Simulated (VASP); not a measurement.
# Rh (Im-3m) in VASP: further runs

The runs below take Rh through relaxation of cell and atoms, with PBEsol, LDA, PBE, PBE+D3(BJ).

Everything below comes from runs of VASP 6.6.1. Logs are shortened: lines on timing, memory, paths and dates and some standing lists are left out, and cuts for length are marked.

## 1. The crystal as given

Symmetry: Im-3m, No. 229, cubic system. The conventional cell has a = 3.022 Å, b = 3.022 Å, c = 3.022 Å, α = 90.00°, β = 90.00°, γ = 90.00°. Rh (site symmetry m-3m) is surrounded by 8 Rh at 2.62 Å.

This isn't the form of Rh at room conditions, which is fcc.

## 2. Relaxation of cell and atoms, PBEsol

INCAR reads:

```
PREC = Accurate ; ENCUT = 600
EDIFF = 1E-7 ; ISMEAR = 0
SIGMA = 0.1 ; LREAL = F
LASPH = T ; NELM = 60
ALGO = Fast ; ISIF = 3
LWAVE = F ; LCHARG = F
GGA = PS ; IBRION = 2
NSW = 90 ; EDIFFG = -0.005
```

KPOINTS reads:

```
regular mesh
0
Gamma
  20 20 20
```

POSCAR reads:

```
Rh
1.0
   -1.5110298100      1.5110298100      1.5110298100
    1.5110298100     -1.5110298100      1.5110298100
    1.5110298100      1.5110298100     -1.5110298100
Rh
1
Direct
    0.0000000000      0.0000000000      0.0000000000
```

Potentials or basis: VASP PAW PBE potentials, release 64 (Rh_pv).

Launch:

```sh
cat potpaw_PBE.64/Rh_pv/POTCAR > POTCAR
mpirun -np 1 vasp_std > vasp.out
```

OUTCAR:

```text
PREC = Accurate
   ENCUT = 600
   EDIFF = 1E-7
   ISMEAR = 0
   LREAL = F
   LASPH = T
   NELM = 60
   ISIF = 3
   GGA = PS
   IBRION = 2
   NSW = 90
   EDIFFG = -0.005

 ion  position               nearest neighbor table
   1  0.000  0.000  0.000-

  LATTYP: Found a body centered cubic cell.
 ALAT       =     3.0220596200

  Lattice vectors:

 A1 = (  -1.5110298100,   1.5110298100,   1.5110298100)
 A2 = (   1.5110298100,  -1.5110298100,   1.5110298100)
 A3 = (   1.5110298100,   1.5110298100,  -1.5110298100)

Analysis of symmetry for initial positions (statically):
=====================================================================
 Subroutine PRICEL returns:
 Original cell was already a primitive cell.

 Routine SETGRP: Setting up the symmetry group for a
 body centered cubic supercell.

 Subroutine GETGRP returns: Found 48 space group operations
 (whereof 48 operations were pure point group operations)
 out of a pool of 48 trial point group operations.

The static configuration has the point symmetry O_h .

Analysis of symmetry for dynamics (positions and initial velocities):
=====================================================================
 Subroutine PRICEL returns:
 Original cell was already a primitive cell.

 Routine SETGRP: Setting up the symmetry group for a
 body centered cubic supercell.

 Subroutine GETGRP returns: Found 48 space group operations
 (whereof 48 operations were pure point group operations)
 out of a pool of 48 trial point group operations.

The dynamic configuration has the point symmetry O_h .

 Subroutine INISYM returns: Found 48 space group operations
 (whereof 48 operations are pure point group operations),
 and found     1 'primitive' translations

----------------------------------------------------------------------------------------

                                     Primitive cell

  volume of cell :      13.8000

  direct lattice vectors                    reciprocal lattice vectors
    -1.511029810  1.511029810  1.511029810     0.000000000  0.330900156  0.330900156
     1.511029810 -1.511029810  1.511029810     0.330900156  0.000000000  0.330900156
     1.511029810  1.511029810 -1.511029810     0.330900156  0.330900156  0.000000000

  length of vectors
     2.617180403  2.617180403  2.617180403     0.467963489  0.467963489  0.467963489

  position of ions in fractional coordinates (direct lattice)
     0.000000000  0.000000000  0.000000000

  ion indices of the primitive-cell ions
   primitive index   ion index
                 1           1

----------------------------------------------------------------------------------------

 KPOINTS: regular mesh

Automatic generation of k-mesh.
 Grid dimensions read from file:
 generate k-points for:   20   20   20

 Generating k-lattice:

  Cartesian coordinates                     Fractional coordinates (reciprocal lattice)
     0.000000000  0.016545008  0.016545008     0.050000000  0.000000000  0.000000000
     0.016545008  0.000000000  0.016545008     0.000000000  0.050000000  0.000000000
     0.016545008  0.016545008  0.000000000     0.000000000  0.000000000  0.050000000

  Length of vectors
     0.023398174  0.023398174  0.023398174

  Shift w.r.t. Gamma in fractional coordinates (k-lattice)
     0.000000000  0.000000000  0.000000000

 Subroutine IBZKPT returns following result:
 ===========================================

 Found    256 irreducible k-points:

 Following reciprocal coordinates:
            Coordinates               Weight
  0.000000  0.000000  0.000000      1.000000
  0.050000  0.000000  0.000000     12.000000
  0.100000  0.000000  0.000000     12.000000
  0.150000  0.000000  0.000000     12.000000
  0.200000  0.000000  0.000000     12.000000
  0.250000  0.000000  0.000000     12.000000
[... 16 lines left out ...]
  0.200000  0.100000  0.000000     48.000000
  0.250000  0.100000  0.000000     48.000000
 [... further k-points ...]
   k-points           NKPTS =    256   k-points in BZ     NKDIM =    256   number of bands    NBANDS=     11
   number of dos      NEDOS =    301   number of ions     NIONS =      1
   total plane-waves  NPLWV =  13824
   dimension x,y,z NGX =    24 NGY =   24 NGZ =   24
   dimension x,y,z NGXF=    48 NGYF=   48 NGZF=   48
   ions per type =               1
   NGX,Y,Z   is equivalent  to a cutoff of  15.25, 15.25, 15.25 a.u.
   NGXF,Y,Z  is equivalent  to a cutoff of  30.49, 30.49, 30.49 a.u.
 SYSTEM =  unknown system
   PREC   = accura    normal or accurate (medium, high low for compatibility)
   ISTART =      0    job   : 0-new  1-cont  2-samecut
   ICHARG =      2    charge: 1-file 2-atom 10-const
   ISPIN  =      1    spin polarized calculation?
   LNONCOLLINEAR =      F non collinear calculations
   LSORBIT =      F    spin-orbit coupling
   LASPH  =      T    aspherical Exc in radial PAW
   ENCUT  =  600.0 eV  44.10 Ry    6.64 a.u.   5.23  5.23  5.23*2*pi/ulx,y,z
   NELM   =     60;   NELMIN=  2; NELMDL= -5     # of ELM steps
   EDIFF  = 0.1E-06   stopping-criterion for ELM
   LREAL  =      F    real-space projection
   EDIFFG = -.5E-02   stopping-criterion for IOM
   NSW    =     90    number of steps for IOM
   IBRION =      2    ionic relax: 0-MD 1-quasi-New 2-CG
   NFREE  =      1    steps in history (QN), initial steepest desc. (CG)
   ISIF   =      3    stress and relaxation
   ISYM   =      2    0-nonsym 1-usesym 2-fastsym
   POTIM  = 0.5000    time-step for ionic-motion
   TEBEG  =    0.0;   TEEND  =   0.0 temperature during run
   PSTRESS=    0.0 pullay stress
   NELECT =      15.0000    total number of electrons
   NUPDOWN=      -1.0000    fix difference up-down
   EMIN   =  10.00;   EMAX   =-10.00  energy-range for DOS
   EFERMI =   0.00;   METHOD = LEGACY
   ISMEAR =     0;   SIGMA  =   0.10  broadening in eV -4-tet -1-fermi 0-gaus
   EFERMI_NEDOS =   21; number of points for ismear=-14 and -15
   IALGO  =     68    algorithm
   IMIX   =      4    mixing-type and parameters
     AMIX     =   0.40;   BMIX     =  1.00
     AMIX_MAG =   1.60;   BMIX_MAG =  1.00
  volume/ion in A,a.u.               =      13.80        93.13
  Fermi-wavevector in a.u.,A,eV,Ry     =   1.683238  3.180859 38.549258  2.833291
  Thomas-Fermi vector in A             =   2.766475
   LORBIT       =      0    0 simple, 1 ext, 2 COOP (PROOUT), +10 PAW based schemes
   GGA     = PS    functional components
   LHFCALC =     F    Hartree Fock is set to
   AEXX    =    0.0000 exact exchange contribution
   IVDW    =     0    specifies the selected vdW correction
   LEPSILON=     F    determine dielectric tensor
   LRPA    =     F    only Hartree local field effects (RPA)
 conjugate gradient relaxation of ions
 non-spin polarized calculation
 RMM-DIIS sequential band-by-band and
 Gauss-broadening in eV      SIGMA  =   0.10
  energy-cutoff  :      600.00
  volume of cell :       13.80
 maximum number of plane-waves:       474
 NGX is ok and might be reduce to    24
   NGX = 11   NGY = 11   NGZ = 11

--------------------------------------- Ionic step        1  -------------------------------------------

 number of electron      14.9999998 magnetization

 Free energy of the ion-electron system (eV)
  ---------------------------------------------------
  ext. energy  EPLUGINS =         0.00000000
  ---------------------------------------------------
  free energy    TOTEN  =        -7.75690317 eV

  energy without entropy =       -7.74385458  energy(sigma->0) =       -7.75037888

------------------------ aborting loop because EDIFF is reached ----------------------------------------

  FORCE on cell =-STRESS in cart. coord.  units (eV):
  Direction    XX          YY          ZZ          XY          YZ          ZX
  --------------------------------------------------------------------------------------
  -------------------------------------------------------------------------------------
  Total        0.1338776      0.1338776      0.1338776     -0.0000000      0.0000000      0.0000000
  in kB       15.5431641     15.5431641     15.5431641     -0.0000000      0.0000000      0.0000000
  external PRESSURE =      15.5431641 kB  Pullay stress =       0.0000000 kB
[... 55 lines left out ...]
  energy  without entropy=       -7.7417200761  energy(sigma->0) =       -7.74840400

--------------------------------------- Ionic step        3  -------------------------------------------

 number of electron      14.9999998 magnetization

 Free energy of the ion-electron system (eV)
  ---------------------------------------------------
  ext. energy  EPLUGINS =         0.00000000
  ---------------------------------------------------
  free energy    TOTEN  =        -7.75726940 eV

  energy without entropy =       -7.74412859  energy(sigma->0) =       -7.75069899

 E-fermi :  11.4072     XC(G=0): -14.1406

 val. band max:       11.4004439864   @ k =   0.3500   0.2500   0.0500
 cond. band min:      11.4116743003   @ k =  -0.3000   0.3500   0.0500
 fundamental gap:      0.0112303139
 Fermi energy:        11.4071829554

 k-point     1 :       0.0000    0.0000    0.0000
  band No.  band energies     occupation
      1     -34.5746      2.00000
      2     -34.5746      2.00000
      3     -34.5746      2.00000
      4       3.6054      2.00000
      5       8.4619      2.00000
      6       8.4619      2.00000
      7       8.4619      2.00000
      8      10.9631      2.00000
      9      10.9631      2.00000
     10      29.8414      0.00000
     11      29.8414      0.00000
[... 309 lines left out ...]
 k-point    24 :       0.2500    0.1000    0.0000
  band No.  band energies     occupation
      1     -35.0662      2.00000
      2     -34.7417      2.00000
      3     -34.6004      2.00000
      4       6.0179      2.00000
      5       7.4593      2.00000
      6       8.6742      2.00000
      7      10.4828      2.00000
      8      11.2534      1.97041
      9      11.7952      0.00000
     10      26.1288      0.00000
     11      27.8715      0.00000

 [... further k-points ...]

------------------------ aborting loop because EDIFF is reached ----------------------------------------

  FORCE on cell =-STRESS in cart. coord.  units (eV):
  Direction    XX          YY          ZZ          XY          YZ          ZX
  --------------------------------------------------------------------------------------
  -------------------------------------------------------------------------------------
  Total       -0.0021318     -0.0021318     -0.0021318     -0.0000000     -0.0000000     -0.0000000
  in kB       -0.2461153     -0.2461153     -0.2461153     -0.0000000     -0.0000000     -0.0000000
  external PRESSURE =      -0.2461153 kB  Pullay stress =       0.0000000 kB
[... 16 lines left out ...]
  FREE ENERGIE OF THE ION-ELECTRON SYSTEM (eV)
  ---------------------------------------------------
  free  energy   TOTEN  =        -7.7572694017 eV

  energy  without entropy=       -7.7441285879  energy(sigma->0) =       -7.75069899

 reached required accuracy - stopping structural energy minimisation
```

It took 57 s on 1 thread of Intel Xeon Platinum 8488C (Sapphire Rapids), shared host; peak memory 0.18 GiB.

Results:

```
Free energy                            : -7.7573 eV
Relaxed volume                         : 13.88 Å³/atom
Relaxed cell                           : a = 2.622 Å, b = 2.622 Å, c = 2.622 Å, α = 109.47°, β = 109.47°, γ = 109.47°
Space group after relaxing (to 0.05 Å) : Im-3m (No. 229)
Energy gained by relaxing              : 0.4 meV/atom
Ionic steps                            : 3
Pressure after relaxing                : 0.0 GPa
Band gap on the k mesh                 : none (metal or under the smearing width)
```

The path:
```
step  energy change (eV)  largest force (eV/Å)  pressure (GPa)  volume (Å³)
   1              0.0000                0.0000            1.55        13.80
   2              0.0018                0.0000           -3.58        14.07
   3             -0.0004                0.0000           -0.02        13.88
```

Final structure:
```yaml
crystal:
  lattice:
    - [-1.51385, 1.51385, 1.51385]
    - [1.51385, -1.51385, 1.51385]
    - [1.51385, 1.51385, -1.51385]
  atoms:
    - { symbol: Rh, position: [0.00000, 0.00000, 0.00000] }
```

Caveat: the PAW data sets were made with another functional, which shifts forces and pressure a little.

## 3. Relaxation of cell and atoms, LDA

Edit INCAR of step 2 so:

```diff
@@ -6,3 +6,3 @@
 LWAVE = F ; LCHARG = F
-GGA = PS ; IBRION = 2
+GGA = CA ; IBRION = 2
 NSW = 90 ; EDIFFG = -0.005
```

KPOINTS is that of step 2.

POSCAR is that of step 2.

Potentials or basis: VASP PAW LDA potentials, release 64 (Rh_pv).

Launch:

```sh
cat potpaw_LDA.64/Rh_pv/POTCAR > POTCAR
mpirun -np 1 vasp_std > vasp.out
```

OUTCAR:

```text
PREC = Accurate
   ENCUT = 600
   EDIFF = 1E-7
   ISMEAR = 0
   LREAL = F
   LASPH = T
   NELM = 60
   ISIF = 3
   GGA = CA
   IBRION = 2
   NSW = 90
   EDIFFG = -0.005

 ion  position               nearest neighbor table
   1  0.000  0.000  0.000-

  LATTYP: Found a body centered cubic cell.
 ALAT       =     3.0220596200

  Lattice vectors:

 A1 = (  -1.5110298100,   1.5110298100,   1.5110298100)
 A2 = (   1.5110298100,  -1.5110298100,   1.5110298100)
 A3 = (   1.5110298100,   1.5110298100,  -1.5110298100)

Analysis of symmetry for initial positions (statically):
=====================================================================
 Subroutine PRICEL returns:
 Original cell was already a primitive cell.

 Routine SETGRP: Setting up the symmetry group for a
 body centered cubic supercell.

 Subroutine GETGRP returns: Found 48 space group operations
 (whereof 48 operations were pure point group operations)
 out of a pool of 48 trial point group operations.

The static configuration has the point symmetry O_h .

Analysis of symmetry for dynamics (positions and initial velocities):
=====================================================================
 Subroutine PRICEL returns:
 Original cell was already a primitive cell.

 Routine SETGRP: Setting up the symmetry group for a
 body centered cubic supercell.
[... 224 lines left out ...]

 number of electron      15.0000001 magnetization

 Free energy of the ion-electron system (eV)
  ---------------------------------------------------
  ext. energy  EPLUGINS =         0.00000000
  ---------------------------------------------------
  free energy    TOTEN  =        -8.29039162 eV

  energy without entropy =       -8.27748807  energy(sigma->0) =       -8.28393985

 E-fermi :  11.6996     XC(G=0): -14.3972

 val. band max:       11.6932672625   @ k =   0.3500   0.2500   0.0500
 cond. band min:      11.7003829930   @ k =  -0.3000   0.3500   0.0500
 fundamental gap:      0.0071157306
 Fermi energy:        11.6996307256

 k-point     1 :       0.0000    0.0000    0.0000
  band No.  band energies     occupation
      1     -34.1386      2.00000
      2     -34.1386      2.00000
      3     -34.1386      2.00000
      4       3.7863      2.00000
      5       8.6514      2.00000
      6       8.6514      2.00000
      7       8.6514      2.00000
      8      11.2405      2.00000
      9      11.2405      2.00000
     10      30.1570      0.00000
     11      30.1570      0.00000
[... 309 lines left out ...]
 k-point    24 :       0.2500    0.1000    0.0000
  band No.  band energies     occupation
      1     -34.6698      2.00000
      2     -34.3187      2.00000
      3     -34.1668      2.00000
      4       6.1922      2.00000
      5       7.6212      2.00000
      6       8.8995      2.00000
      7      10.7409      2.00000
      8      11.5404      1.97570
      9      12.0957      0.00000
     10      26.6323      0.00000
     11      28.2773      0.00000

 [... further k-points ...]

------------------------ aborting loop because EDIFF is reached ----------------------------------------

  FORCE on cell =-STRESS in cart. coord.  units (eV):
  Direction    XX          YY          ZZ          XY          YZ          ZX
  --------------------------------------------------------------------------------------
  -------------------------------------------------------------------------------------
  Total       -0.0031841     -0.0031841     -0.0031841      0.0000000     -0.0000000      0.0000000
  in kB       -0.3745427     -0.3745427     -0.3745427      0.0000000     -0.0000000      0.0000000
  external PRESSURE =      -0.3745427 kB  Pullay stress =       0.0000000 kB
[... 16 lines left out ...]
  FREE ENERGIE OF THE ION-ELECTRON SYSTEM (eV)
  ---------------------------------------------------
  free  energy   TOTEN  =        -8.2903916227 eV

  energy  without entropy=       -8.2774880729  energy(sigma->0) =       -8.28393985

 reached required accuracy - stopping structural energy minimisation
```

Run time: 61 s. Hardware: 1 thread of Intel Xeon Platinum 8488C (Sapphire Rapids), shared host; peak memory 0.17 GiB.

What came out:

```yaml
Free_energy: -8.2904 eV
Relaxed_volume: 13.62 Å³/atom
Relaxed_cell: a = 2.606 Å, b = 2.606 Å, c = 2.606 Å, α = 109.47°, β = 109.47°, γ = 109.47°
Space_group_after_relaxing_to_0.05_Å: Im-3m (No. 229)
Energy_gained_by_relaxing: 2.1 meV/atom
Ionic_steps: 3
Pressure_after_relaxing: 0.0 GPa
Band_gap_on_the_k_mesh: none (metal or under the smearing width)
```

Step by step:
| step | energy change (eV) | largest force (eV/Å) | pressure (GPa) | volume (Å³) |
| --- | --- | --- | --- | --- |
| 1 | 0.0000 | 0.0000 | -3.74 | 13.80 |
| 2 | 0.0124 | 0.0000 | 10.70 | 13.17 |
| 3 | -0.0021 | 0.0000 | -0.04 | 13.62 |

Final structure:
```cif
data_structure
_symmetry_space_group_name_H-M 'P 1'
_symmetry_Int_Tables_number 1
_cell_length_a 2.6058
_cell_length_b 2.6058
_cell_length_c 2.6058
_cell_angle_alpha 109.471
_cell_angle_beta 109.471
_cell_angle_gamma 109.471
_cell_volume 13.62
loop_
_atom_site_label
_atom_site_type_symbol
_atom_site_fract_x
_atom_site_fract_y
_atom_site_fract_z
_atom_site_occupancy
Rh1 Rh 0.00000 0.00000 0.00000 1
```

Levels at points of the mesh, in eV from the Fermi level:
```tsv
k point	band 4	band 5	band 6	band 7	band 8	band 9	band 10	band 11
(0.00, 0.00, 0.00)	-7.91	-3.05	-3.05	-3.05	-0.46	-0.46	18.46	18.46
(0.50, 0.00, 0.00)	-6.08	-4.63	-0.53	-0.09	1.28	1.70	9.62	14.61
(0.50, 0.50, 0.50)	-6.09	-6.09	1.16	1.16	1.16	9.52	9.52	9.52
```

[end of part 1 of 2]
